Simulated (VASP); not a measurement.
# SnO2 (Cassiterite) (P4_2/mnm) in VASP: notebook

The runs below take SnO2 (Cassiterite) through single point, relaxation of cell and atoms, with PBEsol.

Everything below comes from runs of VASP 6.6.1. Logs are shortened: lines on timing, memory, paths and dates and some standing lists are left out, and cuts for length are marked.

## (1) The structure

Symmetry: P4_2/mnm, No. 136, tetragonal system. The conventional cell has a = 4.769 Å, b = 4.769 Å, c = 3.212 Å, α = 90.00°, β = 90.00°, γ = 90.00°. Sn (site symmetry mmm) is surrounded by 6 O at 2.07 Å. O (site symmetry m2m) has 3 Sn at 2.07 Å as nearest neighbours.

## (2) Single point, PBEsol

Input file INCAR:

```
SYSTEM = SnO2
ALGO     = Fast           ! electronic algorithm
EDIFF    = 1E-7           ! SCF threshold, eV
ENCUT    = 520            ! plane-wave cutoff, eV
GGA      = PS             ! functional
ISIF     = 2              ! what is computed and relaxed
ISMEAR   = 0              ! smearing method
LASPH    = .True.         ! aspherical terms in the spheres
LCHARG   = .True.         ! write CHGCAR
LELF     = .True.         ! ELF
LREAL    = .False.        ! projectors in reciprocal space
LVHAR    = .True.       
LWAVE    = .False.        ! write WAVECAR
NBANDS   = 35             ! bands
NELM     = 80             ! most SCF steps
PREC     = Accurate       ! precision mode
SIGMA    = 0.02           ! smearing width, eV
```

Input file KPOINTS:

```
k-points
0
Gamma
  6 6 8
  0 0 0
```

Input file POSCAR:

```
SnO2
1.0
    4.7689900187      0.0000000000      0.0000000000
    0.0000000000      4.7689900187      0.0000000000
    0.0000000000      0.0000000000      3.2120647290
Sn O
2 4
Direct
    0.0000000000      0.0000000000      0.0000000000
    0.5000000000      0.5000000000      0.5000000000
    0.3062763835      0.3062763835      0.0000000000
    0.1937236165      0.8062763835      0.5000000000
    0.6937236165      0.6937236165      0.0000000000
    0.8062763835      0.1937236165      0.5000000000
```

Potentials or basis: VASP PAW PBE potentials, release 64 (Sn_d, O).

Launch:

```sh
$ cat potpaw_PBE.64/Sn_d/POTCAR potpaw_PBE.64/O/POTCAR > POTCAR
$ mpirun -np 1 vasp_std > vasp.out
```

OUTCAR:

```text
SYSTEM = SnO2
   EDIFF = 1E-7
   ENCUT = 520
   GGA = PS
   ISIF = 2
   ISMEAR = 0
   LASPH = .True.
   LREAL = .False.
   NELM = 80
   PREC = Accurate

 ion  position               nearest neighbor table
   1  0.000  0.000  0.000-   3 2.07   5 2.07   4 2.07   6 2.07   4 2.07   6 2.07   2 3.74   2 3.74
                             2 3.74   2 3.74   2 3.74   2 3.74   2 3.74   2 3.74
   2  0.500  0.500  0.500-   4 2.07   6 2.07   5 2.07   3 2.07   3 2.07   5 2.07   1 3.74   1 3.74
                             1 3.74   1 3.74   1 3.74   1 3.74   1 3.74   1 3.74
   3  0.306  0.306  0.000-   1 2.07   2 2.07   2 2.07
   4  0.194  0.806  0.500-   2 2.07   1 2.07   1 2.07
   5  0.694  0.694  0.000-   1 2.07   2 2.07   2 2.07
   6  0.806  0.194  0.500-   2 2.07   1 2.07   1 2.07

  LATTYP: Found a simple tetragonal cell.
 ALAT       =     4.7689900187
 C/A-ratio  =     0.6735314430

  Lattice vectors:

 A1 = (   4.7689900187,   0.0000000000,   0.0000000000)
 A2 = (   0.0000000000,   4.7689900187,   0.0000000000)
 A3 = (   0.0000000000,   0.0000000000,   3.2120647290)

Analysis of symmetry for initial positions (statically):
=====================================================================
 Subroutine PRICEL returns:
 Original cell was already a primitive cell.

 Routine SETGRP: Setting up the symmetry group for a
 simple tetragonal supercell.

 Subroutine GETGRP returns: Found 16 space group operations
 (whereof  8 operations were pure point group operations)
 out of a pool of 16 trial point group operations.

The static configuration has the point symmetry D_2h.
 The point group associated with its full space group is D_4h.

Analysis of symmetry for dynamics (positions and initial velocities):
=====================================================================
 Subroutine PRICEL returns:
 Original cell was already a primitive cell.

 Routine SETGRP: Setting up the symmetry group for a
 simple tetragonal supercell.

 Subroutine GETGRP returns: Found 16 space group operations
 (whereof  8 operations were pure point group operations)
 out of a pool of 16 trial point group operations.

The dynamic configuration has the point symmetry D_2h.
 The point group associated with its full space group is D_4h.

 Subroutine INISYM returns: Found 16 space group operations
 (whereof  8 operations are pure point group operations),
 and found     1 'primitive' translations

----------------------------------------------------------------------------------------

                                     Primitive cell

  volume of cell :      73.0528

  direct lattice vectors                    reciprocal lattice vectors
     4.768990019  0.000000000  0.000000000     0.209688004  0.000000000  0.000000000
     0.000000000  4.768990019  0.000000000     0.000000000  0.209688004  0.000000000
     0.000000000  0.000000000  3.212064729     0.000000000  0.000000000  0.311326229

  length of vectors
     4.768990019  4.768990019  3.212064729     0.209688004  0.209688004  0.311326229

  position of ions in fractional coordinates (direct lattice)
     0.000000000  0.000000000  0.000000000
     0.500000000  0.500000000  0.500000000
     0.306276383  0.306276383  0.000000000
     0.193723617  0.806276383  0.500000000
     0.693723617  0.693723617  0.000000000
     0.806276383  0.193723617  0.500000000

  ion indices of the primitive-cell ions
   primitive index   ion index
                 1           1
                 2           2
                 3           3
                 4           4
                 5           5
                 6           6

----------------------------------------------------------------------------------------

 KPOINTS: k-points

Automatic generation of k-mesh.
 Grid dimensions read from file:
 generate k-points for:    6    6    8

 Generating k-lattice:

  Cartesian coordinates                     Fractional coordinates (reciprocal lattice)
     0.034948001  0.000000000  0.000000000     0.166666667  0.000000000  0.000000000
     0.000000000  0.034948001  0.000000000     0.000000000  0.166666667  0.000000000
     0.000000000  0.000000000  0.038915779     0.000000000  0.000000000  0.125000000

  Length of vectors
     0.034948001  0.034948001  0.038915779

  Shift w.r.t. Gamma in fractional coordinates (k-lattice)
     0.000000000  0.000000000  0.000000000

 Subroutine IBZKPT returns following result:
 ===========================================

 Found     50 irreducible k-points:

 Following reciprocal coordinates:
            Coordinates               Weight
  0.000000  0.000000  0.000000      1.000000
  0.166667  0.000000  0.000000      4.000000
  0.333333  0.000000  0.000000      4.000000
  0.500000  0.000000  0.000000      2.000000
  0.166667  0.166667  0.000000      4.000000
  0.333333  0.166667  0.000000      8.000000
[... 16 lines left out ...]
  0.333333  0.000000  0.250000      8.000000
  0.500000  0.000000  0.250000      4.000000
 [... further k-points ...]
   k-points           NKPTS =     50   k-points in BZ     NKDIM =     50   number of bands    NBANDS=     35
   number of dos      NEDOS =    301   number of ions     NIONS =      6
   total plane-waves  NPLWV =  31104
   dimension x,y,z NGX =    36 NGY =   36 NGZ =   24
   dimension x,y,z NGXF=    72 NGYF=   72 NGZF=   48
   ions per type =               2   4
   NGX,Y,Z   is equivalent  to a cutoff of  12.55, 12.55, 12.42 a.u.
   NGXF,Y,Z  is equivalent  to a cutoff of  25.10, 25.10, 24.84 a.u.
 SYSTEM =  SnO2
   PREC   = accura    normal or accurate (medium, high low for compatibility)
   ISTART =      0    job   : 0-new  1-cont  2-samecut
   ICHARG =      2    charge: 1-file 2-atom 10-const
   ISPIN  =      1    spin polarized calculation?
   LNONCOLLINEAR =      F non collinear calculations
   LSORBIT =      F    spin-orbit coupling
   LASPH  =      T    aspherical Exc in radial PAW
   ENCUT  =  520.0 eV  38.22 Ry    6.18 a.u.   8.87  8.87  5.97*2*pi/ulx,y,z
   NELM   =     80;   NELMIN=  2; NELMDL= -5     # of ELM steps
   EDIFF  = 0.1E-06   stopping-criterion for ELM
   LREAL  =      F    real-space projection
   EDIFFG = 0.1E-05   stopping-criterion for IOM
   NSW    =      0    number of steps for IOM
   IBRION =     -1    ionic relax: 0-MD 1-quasi-New 2-CG
   NFREE  =      0    steps in history (QN), initial steepest desc. (CG)
   ISIF   =      2    stress and relaxation
   ISYM   =      2    0-nonsym 1-usesym 2-fastsym
   POTIM  = 0.5000    time-step for ionic-motion
   TEBEG  =    0.0;   TEEND  =   0.0 temperature during run
   PSTRESS=    0.0 pullay stress
   NELECT =      52.0000    total number of electrons
   NUPDOWN=      -1.0000    fix difference up-down
   EMIN   =  10.00;   EMAX   =-10.00  energy-range for DOS
   EFERMI =   0.00;   METHOD = LEGACY
   ISMEAR =     0;   SIGMA  =   0.02  broadening in eV -4-tet -1-fermi 0-gaus
   EFERMI_NEDOS =   21; number of points for ismear=-14 and -15
   IALGO  =     68    algorithm
   IMIX   =      4    mixing-type and parameters
     AMIX     =   0.40;   BMIX     =  1.00
     AMIX_MAG =   1.60;   BMIX_MAG =  1.00
  volume/ion in A,a.u.               =      12.18        82.16
  Fermi-wavevector in a.u.,A,eV,Ry     =   1.461718  2.762246 29.070470  2.136619
  Thomas-Fermi vector in A             =   2.578016
   LORBIT       =      0    0 simple, 1 ext, 2 COOP (PROOUT), +10 PAW based schemes
   GGA     = PS    functional components
   LHFCALC =     F    Hartree Fock is set to
   AEXX    =    0.0000 exact exchange contribution
   IVDW    =     0    specifies the selected vdW correction
   LEPSILON=     F    determine dielectric tensor
   LRPA    =     F    only Hartree local field effects (RPA)
 non-spin polarized calculation
 RMM-DIIS sequential band-by-band and
 Gauss-broadening in eV      SIGMA  =   0.02
  energy-cutoff  :      520.00
  volume of cell :       73.05
 maximum number of plane-waves:      1994
 NGX is ok and might be reduce to    36
   NGX = 17   NGY = 17   NGZ = 11

 number of electron      52.0000008 magnetization

 Free energy of the ion-electron system (eV)
  ---------------------------------------------------
  ext. energy  EPLUGINS =         0.00000000
  ---------------------------------------------------
  free energy    TOTEN  =       -39.66991490 eV

  energy without entropy =      -39.66991490  energy(sigma->0) =      -39.66991490

 E-fermi :   5.9251     XC(G=0): -11.4256

 val. band max:        5.7766790484   @ k =   0.0000   0.0000   0.0000
 cond. band min:       6.6905307340   @ k =   0.0000   0.0000   0.0000
 fundamental gap:      0.9138516856
 Fermi energy:         5.9251163739

 k-point     1 :       0.0000    0.0000    0.0000
  band No.  band energies     occupation
      1     -15.2272      2.00000
      2     -14.4777      2.00000
      3     -14.2341      2.00000
      4     -14.2089      2.00000
      5     -14.2089      2.00000
      6     -14.1400      2.00000
[... 27 lines left out ...]
     34      17.8607      0.00000
     35      18.0916      0.00000

 k-point     2 :       0.1667    0.0000    0.0000
  band No.  band energies     occupation
      1     -15.1859      2.00000
      2     -14.5246      2.00000
      3     -14.2338      2.00000
      4     -14.2072      2.00000
      5     -14.2071      2.00000
      6     -14.1745      2.00000
[... 27 lines left out ...]
     34      17.5747      0.00000
     35      18.0596      0.00000

 k-point     3 :       0.3333    0.0000    0.0000
  band No.  band energies     occupation
      1     -15.0661      2.00000
      2     -14.6773      2.00000
      3     -14.2329      2.00000
      4     -14.2159      2.00000
      5     -14.2035      2.00000
      6     -14.2033      2.00000
[... 27 lines left out ...]
     34      17.8185      0.00000
     35      18.0393      0.00000

 k-point     4 :       0.5000    0.0000    0.0000
  band No.  band energies     occupation
      1     -14.8835      2.00000
      2     -14.8835      2.00000
      3     -14.2297      2.00000
      4     -14.2297      2.00000
      5     -14.2015      2.00000
      6     -14.2015      2.00000
[... 27 lines left out ...]
     34      17.9358      0.00000
     35      17.9768      0.00000

 k-point     5 :       0.1667    0.1667    0.0000
  band No.  band energies     occupation
      1     -15.1541      2.00000
      2     -14.5784      2.00000
      3     -14.2333      2.00000
      4     -14.2095      2.00000
      5     -14.2031      2.00000
      6     -14.1917      2.00000
[... 638 lines left out ...]
 k-point    22 :       0.1667    0.0000    0.2500
  band No.  band energies     occupation
      1     -14.9706      2.00000
      2     -14.7038      2.00000
      3     -14.5973      2.00000
      4     -14.2531      2.00000
      5     -14.1319      2.00000
      6     -14.1314      2.00000
[... 27 lines left out ...]
     34      17.4939      0.00000
     35      17.9517      0.00000

 k-point    23 :       0.3333    0.0000    0.2500
  band No.  band energies     occupation
      1     -14.9574      2.00000
      2     -14.8168      2.00000
      3     -14.4947      2.00000
      4     -14.2821      2.00000
      5     -14.1280      2.00000
      6     -14.1220      2.00000
[... 27 lines left out ...]
     34      17.7522      0.00000
     35      17.9685      0.00000

 k-point    24 :       0.5000    0.0000    0.2500
  band No.  band energies     occupation
      1     -14.9076      2.00000
      2     -14.9076      2.00000
      3     -14.3750      2.00000
      4     -14.3750      2.00000
      5     -14.1231      2.00000
      6     -14.1231      2.00000
[... 27 lines left out ...]
     34      17.8975      0.00000
     35      18.0561      0.00000

 [... further k-points ...]

------------------------ aborting loop because EDIFF is reached ----------------------------------------

  FORCE on cell =-STRESS in cart. coord.  units (eV):
  Direction    XX          YY          ZZ          XY          YZ          ZX
  --------------------------------------------------------------------------------------
  -------------------------------------------------------------------------------------
  Total        0.2638231      0.2638231      0.4052544     -0.0000000      0.0000000      0.0000000
  in kB        5.7861056      5.7861056      8.8879417     -0.0000000      0.0000000      0.0000000
  external PRESSURE =       6.8200510 kB  Pullay stress =       0.0000000 kB

 VOLUME and BASIS-vectors are now :
 -----------------------------------------------------------------------------
  energy-cutoff  :      520.00
  volume of cell :       73.05
      direct lattice vectors                 reciprocal lattice vectors
     4.768990019  0.000000000  0.000000000     0.209688004  0.000000000  0.000000000
     0.000000000  4.768990019  0.000000000     0.000000000  0.209688004  0.000000000
     0.000000000  0.000000000  3.212064729     0.000000000  0.000000000  0.311326229

 POSITION                                       TOTAL-FORCE (eV/Angst)
 -----------------------------------------------------------------------------------
      0.00000      0.00000      0.00000         0.000000     -0.000000      0.000000
      2.38450      2.38450      1.60603         0.000000     -0.000000      0.000000
      1.46063      1.46063      0.00000        -0.010773     -0.010773      0.000000
      0.92387      3.84512      1.60603         0.010773     -0.010773      0.000000
      3.30836      3.30836      0.00000         0.010773      0.010773      0.000000
      3.84512      0.92387      1.60603        -0.010773      0.010773      0.000000
 -----------------------------------------------------------------------------------
    total drift:                                0.000000      0.000000     -0.000000

  FREE ENERGIE OF THE ION-ELECTRON SYSTEM (eV)
  ---------------------------------------------------
  free  energy   TOTEN  =       -39.6699149005 eV

  energy  without entropy=      -39.6699149005  energy(sigma->0) =      -39.66991490
```

Wall time 82 s (1 thread of Intel Xeon Platinum 8488C (Sapphire Rapids), shared host); peak memory 0.24 GiB.

Results:

```
Free energy            : -39.6699 eV
Pressure               : 0.7 GPa
Largest force          : 0.015 eV/Å
Band gap on the k mesh : 0.91 eV, direct
```

Forces in eV/Å, atoms in the order of the input:
```
Sn   0.000  0.000  0.000
Sn   0.000  0.000  0.000
O   -0.011 -0.011  0.000
O    0.011 -0.011  0.000
O    0.011  0.011  0.000
O   -0.011  0.011  0.000
```

Caveat: the PAW data sets were made with another functional, which shifts forces and pressure a little; spin-orbit coupling is left out, which moves the levels of the heavy elements. As with any semilocal functional, this PBEsol gap is likely too small.

(Continued in part 2 of 2.)
